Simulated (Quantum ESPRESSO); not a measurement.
PbO (Litharge) in Quantum ESPRESSO: the effect of functional

PbO (Litharge):

```
CELL_PARAMETERS angstrom
3.99000 0.00000 0.00000
0.00000 3.99000 0.00000
0.00000 0.00000 5.01000
ATOMIC_POSITIONS crystal
Pb 0.50000 0.00000 0.76000
Pb 0.00000 0.50000 0.24000
O 0.50000 0.50000 0.00000
O 0.00000 0.00000 0.00000
```

Alike in all runs:

| Property | Result |
| --- | --- |
| Program | Quantum ESPRESSO 7.5 |
| Task | dielectric tensor |
| Cutoff | 612 eV |
| Density cutoff | 4898 eV |
| k mesh | 6 × 6 × 4, shifted |
| Occupations | fermi-dirac, width 0.05 eV |
| Spin | no spin polarisation |

| functional | potentials or basis | pressure (GPa) | largest force (eV/Å) | dielectric constant (mean) |
| --- | --- | --- | --- | --- |
| LDA | GBRV 1.5 LDA | -3.9 | 0.62 | 6.71 |
| PBE | GBRV 1.5 PBE | 2.7 | 0.05 | 6.62 |
| PBEsol | GBRV 1.5 PBEsol | -1.2 | 0.36 | 6.76 |
| WC | GBRV 1.5 PBE | ? | ? | ? |
| BLYP | GBRV 1.5 PBE | 6.5 | 0.24 | 6.38 |
| AM05 | GBRV 1.5 PBE | -0.2 | 0.37 | 6.66 |

Problem. What does the run with functional WC give?

Solution. Pressure -1.0 GPa; largest force 0.30 eV/Å; dielectric constant 6.79 mean.

Caveats: the potentials were made for another functional, which shifts forces and pressure (some runs); the cell is more than 3 GPa from zero pressure, which shifts response properties (some runs).
